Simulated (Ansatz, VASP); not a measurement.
**GaP (GaP(110)): VASP beside Ansatz**

One calculation is typed for both programs; each brings its own data sets. How far apart do they land? Of the first pair: The structure shown is the end of the VASP relaxation below. Valence electrons are named where the data sets of a main pair hold unlike numbers.

Program: Ansatz 0.2.0. Level of theory: plane waves, with VASP 6.6.1 beside it; single point at PBE and band structure at PBE. Results are calculated unless marked as measured.

### Step 1. Set-up

The cell holds 18 atoms: 9 Ga and 9 P. Its edges and angles: a = 3.913 Å, b = 5.534 Å, c = 31.652 Å, α = 90.0°, β = 90.0°, γ = 90.0°. It derives from GaP. As first built, before any earlier steps moved the atoms (in the runner's words): 9 layers, cut at this functional's lattice. Vacuum lies along c.

### Step 2. VASP: relaxation, PBE

This run makes the geometry at which the two programs are then compared.

Lines of VASP's logs that name or quote its potential files are left out, and so is its time.

Contents of INCAR:

```
SYSTEM = GaP
PREC = Normal
ENCUT = 320
EDIFF = 1E-05
NELM = 120
ISMEAR = 0
SIGMA = 0.03
LREAL = Auto
ALGO = Fast
GGA = PE
NBANDS = 54
LORBIT = 11
LWAVE = .FALSE.
LCHARG = .FALSE.
KPAR = 2
NCORE = 2
IBRION = 2
NSW = 60
ISIF = 2
EDIFFG = -0.03
POTIM = 0.4
MAXMIX = 40
IDIPOL = 3
LDIPOL = .TRUE.
DIPOL = 0.5 0.5 0.5
```

Contents of POSCAR:

```
GaP
1.0
    3.9130634821      0.0000000000      0.0000000000
    0.0000000000      5.5339074468      0.0000000000
    0.0000000000      0.0000000000     31.6522539284
Ga P
9 9
Direct
    0.0000000000      0.0000000000      0.2527466100
    0.5000000000      0.5000000000      0.3145599600
    0.0000000000      0.0000000000      0.3763733100
    0.5000000000      0.5000000000      0.4381866500
    0.0000000000      0.0000000000      0.5000000000
    0.5000000000      0.5000000000      0.5618133500
    0.0000000000      0.0000000000      0.6236266900
    0.5000000000      0.5000000000      0.6854400400
    0.0000000000      0.0000000000      0.7472533900
    0.0000000000      0.7500000000      0.3145599600
    0.5000000000      0.2500000000      0.2527466100
    0.0000000000      0.7500000000      0.4381866500
    0.5000000000      0.2500000000      0.3763733100
    0.0000000000      0.7500000000      0.5618133500
    0.5000000000      0.2500000000      0.5000000000
    0.0000000000      0.7500000000      0.6854400400
    0.5000000000      0.2500000000      0.6236266900
    0.5000000000      0.2500000000      0.7472533900
```

Contents of KPOINTS:

```
Automatic mesh
0
Gamma
6 5 1
0 0 0
```

Potentials, in the order of the species: Ga and P (PBE family, release 64).

The run is started by

```
$ mpirun -np 4 vasp_std
```

Numbers of over 12 decimals in the logs are rounded to 6 here.

Output:

```text
[banner, memory and clock lines left out]
running    4 mpi-ranks, on    1 nodes
 distrk:  each k-point on    2 cores,    2 groups
 distr:  one band on    2 cores,    1 groups

 POSCAR found type information on POSCAR GaP
 POSCAR found :  2 types and      18 ions
 LDA part: xc-table for (Slater+PW92), standard interpolation
 POSCAR, INCAR and KPOINTS ok, starting setup
 FFT: planning ... GRIDC
 FFT: planning ... GRID_SOFT
 FFT: planning ... GRID
 WAVECAR not read
 entering main loop
       N       E                     dE             d eps       ncg     rms          rms(c)
DAV:   1     0.295853691976E+03    0.29585E+03   -0.19140E+04  1296   0.697E+02
DAV:   2    -0.454767159742E+02   -0.34133E+03   -0.32730E+03  1694   0.156E+02
DAV:   3    -0.803985521000E+02   -0.34922E+02   -0.34434E+02  1560   0.512E+01
DAV:   4    -0.818374264105E+02   -0.14389E+01   -0.14336E+01  1840   0.117E+01
DAV:   5    -0.818818664925E+02   -0.44440E-01   -0.44402E-01  1768   0.194E+00    0.144E+01
RMM:   6    -0.789372236471E+02    0.29446E+01   -0.40134E+00  1296   0.439E+00    0.851E+00
RMM:   7    -0.786510337713E+02    0.28619E+00   -0.45620E+00  1296   0.463E+00    0.264E+00
RMM:   8    -0.785517776580E+02    0.99256E-01   -0.82787E-01  1297   0.239E+00    0.674E-01
RMM:   9    -0.785250011023E+02    0.26777E-01   -0.71155E-02  1331   0.840E-01    0.281E-01
RMM:  10    -0.785282951390E+02   -0.32940E-02   -0.25799E-02  1510   0.406E-01    0.226E-01
RMM:  11    -0.785277753738E+02    0.51977E-03   -0.54318E-03  1299   0.202E-01    0.758E-02
RMM:  12    -0.785283553520E+02   -0.57998E-03   -0.16637E-03  1391   0.116E-01    0.536E-02
RMM:  13    -0.785286040714E+02   -0.24872E-03   -0.43588E-04  1457   0.544E-02    0.326E-02
RMM:  14    -0.785288694107E+02   -0.26534E-03   -0.23955E-04  1266   0.342E-02    0.178E-02
RMM:  15    -0.785289247066E+02   -0.55296E-04   -0.45673E-05   994   0.162E-02    0.109E-02
RMM:  16    -0.785290388576E+02   -0.11415E-03   -0.29489E-05   948   0.128E-02    0.121E-02
RMM:  17    -0.785290928558E+02   -0.53998E-04   -0.26142E-05   929   0.103E-02    0.754E-03
RMM:  18    -0.785291061405E+02   -0.13285E-04   -0.88960E-06   896   0.590E-03    0.373E-03
RMM:  19    -0.785291386010E+02   -0.32461E-04   -0.59333E-06   839   0.507E-03    0.720E-03
RMM:  20    -0.785291560388E+02   -0.17438E-04   -0.24948E-06   712   0.368E-03    0.191E-03
RMM:  21    -0.785291760303E+02   -0.19991E-04   -0.14152E-06   629   0.305E-03    0.242E-03
RMM:  22    -0.785291833745E+02   -0.73442E-05   -0.32450E-07   465   0.207E-03
   1 F= -.78529183E+02 E0= -.78529183E+02  d E =-.785292E+02
[... from here on, the cycles between the ionic steps are left out ...]
   2 F= -.78968443E+02 E0= -.78968443E+02  d E =-.439260E+00
  13 F= -.79918646E+02 E0= -.79918646E+02  d E =-.369818E-02
  14 F= -.79918661E+02 E0= -.79918661E+02  d E =-.371373E-02
  15 F= -.79920713E+02 E0= -.79920713E+02  d E =-.205180E-02
  16 F= -.79921728E+02 E0= -.79921728E+02  d E =-.306645E-02
  17 F= -.79922419E+02 E0= -.79922419E+02  d E =-.375754E-02
  18 F= -.79923368E+02 E0= -.79923368E+02  d E =-.949347E-03
  19 F= -.79925397E+02 E0= -.79925397E+02  d E =-.297824E-02
  20 F= -.79926127E+02 E0= -.79926127E+02  d E =-.370815E-02
  21 F= -.79926527E+02 E0= -.79926527E+02  d E =-.410829E-02
  22 F= -.79926556E+02 E0= -.79926556E+02  d E =-.413752E-02
  23 F= -.79926564E+02 E0= -.79926564E+02  d E =-.414476E-02
  24 F= -.79927145E+02 E0= -.79927145E+02  d E =-.581344E-03
 trial-energy change:   -0.000581  1 .order   -0.000612   -0.000901   -0.000323
 step:   1.5752(harm=  1.5752)  dis= 0.00367  next Energy=   -79.927266 (dE=-0.702E-03)
 bond charge predicted
       N       E                     dE             d eps       ncg     rms          rms(c)
DAV:   1    -0.799272296473E+02   -0.91990E-04   -0.57065E-03  1496   0.220E-01    0.368E-02
RMM:   2    -0.799272574166E+02   -0.27769E-04   -0.34463E-04  1296   0.656E-02    0.113E-02
RMM:   3    -0.799272641683E+02   -0.67517E-05   -0.58840E-05  1225   0.288E-02
  25 F= -.79927264E+02 E0= -.79927264E+02  d E =-.700447E-03
 curvature:  -1.18 expect dE=-0.778E-04 dE for cont linesearch -0.210E-05
 trial: gam= 0.00093 g(F)=  0.657E-04 g(S)=  0.000E+00 ort = 0.487E-04 (trialstep = 0.112E+01)
 search vector abs. value=  0.658E-04
 reached required accuracy - stopping structural energy minimisation
```

OUTCAR, selected parts (step 2):

```text
ion  position               nearest neighbor table
   1  0.000  0.000  0.253-  11 2.40  11 2.40  10 2.40
   2  0.500  0.500  0.315-  10 2.40  10 2.40  11 2.40  13 2.40
   3  0.000  0.000  0.376-  12 2.40  13 2.40  13 2.40  10 2.40
   4  0.500  0.500  0.438-  13 2.40  12 2.40  12 2.40  15 2.40
   5  0.000  0.000  0.500-  15 2.40  15 2.40  12 2.40  14 2.40
   6  0.500  0.500  0.562-  17 2.40  14 2.40  14 2.40  15 2.40
   7  0.000  0.000  0.624-  14 2.40  17 2.40  17 2.40  16 2.40
   8  0.500  0.500  0.685-  16 2.40  16 2.40  18 2.40  17 2.40
   9  0.000  0.000  0.747-  18 2.40  18 2.40  16 2.40
  10  0.000  0.750  0.315-   2 2.40   2 2.40   1 2.40   3 2.40
  11  0.500  0.250  0.253-   1 2.40   1 2.40   2 2.40
  12  0.000  0.750  0.438-   3 2.40   4 2.40   4 2.40   5 2.40
  13  0.500  0.250  0.376-   4 2.40   3 2.40   3 2.40   2 2.40
  14  0.000  0.750  0.562-   7 2.40   6 2.40   6 2.40   5 2.40
  15  0.500  0.250  0.500-   5 2.40   5 2.40   6 2.40   4 2.40
  16  0.000  0.750  0.685-   8 2.40   8 2.40   9 2.40   7 2.40
  17  0.500  0.250  0.624-   6 2.40   7 2.40   7 2.40   8 2.40
  18  0.500  0.250  0.747-   9 2.40   9 2.40   8 2.40

  LATTYP: Found a simple orthorhombic cell.
 ALAT       =     3.9130634821
 B/A-ratio  =     1.4142135624
 C/A-ratio  =     8.0888679862

 Subroutine GETGRP returns: Found  4 space group operations
 (whereof  4 operations were pure point group operations)

The static configuration has the point symmetry C_2v.

 Found     12 irreducible k-points:

   k-points           NKPTS =     12   k-points in BZ     NKDIM =     12   number of bands    NBANDS=     54

   dimension x,y,z NGX =    18 NGY =   24 NGZ =  140
   dimension x,y,z NGXF=    36 NGYF=   48 NGZF=  280

   ENCUT  =  320.0 eV  23.52 Ry    4.85 a.u.   5.71  8.07 46.17*2*pi/ulx,y,z

   NELECT =      72.0000    total number of electrons

 k-points in reciprocal lattice and weights: Automatic mesh
   0.00000000  0.00000000  0.00000000       0.033
   0.16666667  0.00000000  0.00000000       0.067
   0.33333333  0.00000000  0.00000000       0.067
   0.50000000  0.00000000  0.00000000       0.033
   0.00000000  0.20000000  0.00000000       0.067
   0.16666667  0.20000000  0.00000000       0.133
   0.33333333  0.20000000  0.00000000       0.133
   0.50000000  0.20000000  0.00000000       0.067
   0.00000000  0.40000000  0.00000000       0.067
   0.16666667  0.40000000  0.00000000       0.133
   0.33333333  0.40000000  0.00000000       0.133
   0.50000000  0.40000000  0.00000000       0.067

 dipolmoment           0.000000      0.000000     -0.000000 electrons x Angstroem

 average (electrostatic) potential at core
       1 -17.9908       2 -17.7390       3 -17.7697       4 -17.7539       5 -17.7552
       6 -17.7539       7 -17.7697       8 -17.7390       9 -17.9908      10 -88.7455
      11 -88.3158      12 -88.7111      13 -88.6782      14 -88.7111      15 -88.6987
      16 -88.7455      17 -88.6782      18 -88.3158

 E-fermi :  -0.5724

 k-point     1 :       0.0000    0.0000    0.0000
  band No.  band energies     occupation
    ...
     32      -1.0428      2.00000
     33      -0.9785      2.00000
     34      -0.8980      2.00000
     35      -0.8342      2.00000
     36      -0.7380      2.00000
     37       0.8764      0.00000
     38       1.0768      0.00000
     39       1.1688      0.00000
     40       1.3939      0.00000
     41       1.4198      0.00000
    ...

 k-point     2 :       0.1667    0.0000    0.0000
  band No.  band energies     occupation
    ...
     32      -1.8826      2.00000
     33      -1.6128      2.00000
     34      -1.5306      2.00000
     35      -1.2713      2.00000
     36      -1.0600      2.00000
     37       1.3444      0.00000
     38       1.6293      0.00000
     39       1.7897      0.00000
     40       2.0708      0.00000
     41       2.2469      0.00000
    ...

 k-point     3 :       0.3333    0.0000    0.0000
  band No.  band energies     occupation
    ...
     32      -2.4190      2.00000
     33      -2.2551      2.00000
     34      -1.9323      2.00000
     35      -1.6021      2.00000
     36      -1.3260      2.00000
     37       0.8274      0.00000
     38       0.9767      0.00000
     39       1.3417      0.00000
     40       1.6279      0.00000
     41       1.8180      0.00000
    ...

  Total       -2.2818935     -0.9549925     -0.4731350      0.0000000      0.0000000      0.0000000
  in kB       -5.3339940     -2.2323235     -1.1059671      0.0000000      0.0000000      0.0000000
  external PRESSURE =      -2.8907615 kB  Pullay stress =       0.0000000 kB

  energy-cutoff  :      320.00
  volume of cell :      685.41
      direct lattice vectors                 reciprocal lattice vectors
     3.913063482  0.000000000  0.000000000     0.255554249  0.000000000  0.000000000
     0.000000000  5.533907447  0.000000000     0.000000000  0.180704143  0.000000000
     0.000000000  0.000000000 31.652253928     0.000000000  0.000000000  0.031593327

 POSITION                                       TOTAL-FORCE (eV/Angst)
 -----------------------------------------------------------------------------------
      0.00000      0.33316      8.41729        -0.000000      0.001616      0.000805
      1.95653      2.69093      9.86485        -0.000000      0.007814      0.003292
      0.00000      5.47900     11.92812        -0.000000     -0.003700      0.000149
      1.95653      2.70162     13.85566        -0.000000     -0.002462     -0.003705
      0.00000      5.47749     15.82613        -0.000000      0.004287      0.000000
      1.95653      2.70162     17.79659         0.000000     -0.002462      0.003705
      0.00000      5.47900     19.72414        -0.000000     -0.003700     -0.000149
      1.95653      2.69093     21.78740        -0.000000      0.007814     -0.003292
      0.00000      0.33316     23.23497        -0.000000      0.001616     -0.000805
      0.00000      4.08105      9.96158         0.000000     -0.008371     -0.001955
      1.95653      1.48031      7.78156         0.000000      0.001018      0.011267
      3.91306      4.08833     13.87283         0.000000     -0.001424      0.016222
      1.95653      1.33740     11.88145        -0.000000     -0.006108      0.007004
      3.91306      4.08833     17.77943         0.000000     -0.001424     -0.016222
      1.95653      1.32755     15.82613        -0.000000      0.018949      0.000000
      0.00000      4.08105     21.69067        -0.000000     -0.008371      0.001955
      1.95653      1.33740     19.77080        -0.000000     -0.006108     -0.007004
      1.95653      1.48031     23.87069        -0.000000      0.001018     -0.011267
 -----------------------------------------------------------------------------------
    total drift:                               -0.000000     -0.020124      0.000004

  FREE ENERGIE OF THE ION-ELECTRON SYSTEM (eV)
  ---------------------------------------------------
  free  energy   TOTEN  =       -79.9272641683 eV

  energy  without entropy=      -79.9272641683  energy(sigma->0) =      -79.92726417

 reached required accuracy - stopping structural energy minimisation

 vacuum level on the upper side and lower side of the slab         4.314         4.314

 total charge
# of ion       s       p       d       tot
------------------------------------------
    1        1.135   1.051   0.123   2.309
    2        1.062   1.185   0.153   2.400
    3        1.066   1.205   0.152   2.422
    4        1.065   1.205   0.152   2.423
    5        1.066   1.211   0.154   2.430
    6        1.065   1.205   0.152   2.423
    7        1.066   1.205   0.152   2.422
    8        1.062   1.185   0.153   2.400
    9        1.135   1.051   0.123   2.309
   10        1.030   1.498   0.000   2.528
   11        1.073   1.415   0.000   2.488
   12        1.026   1.502   0.000   2.528
   13        1.028   1.494   0.000   2.522
   14        1.026   1.502   0.000   2.528
   15        1.026   1.500   0.000   2.527
   16        1.030   1.498   0.000   2.528
   17        1.028   1.494   0.000   2.522
   18        1.073   1.415   0.000   2.488
--------------------------------------------------
tot         19.062  23.820   1.314  44.196

[... 3 further parts left out ...]
```

The gap is read on the k-mesh alone, so it is an upper bound where the band edges lie off the mesh. The data set Ga keeps the semicore shell frozen, which is cheaper and a little less accurate. The run keeps the 4 symmetry operations of its start, so it cannot find a distortion of lower symmetry.

(Part 1 of 3 ends here.)

[Lines on the potential files, build, host, timing and source positions are cut from VASP's logs without a mark.]

[Logs are printed without paths, hosts, clocks, repeated set-up lines and the standing remarks that a program may print on its own settings, such as how far it seeks lower states.]

[Hosts, paths, dates, database ids (printed as entryN), source tags and the programs' standing remarks are cut or masked in the printed files.]
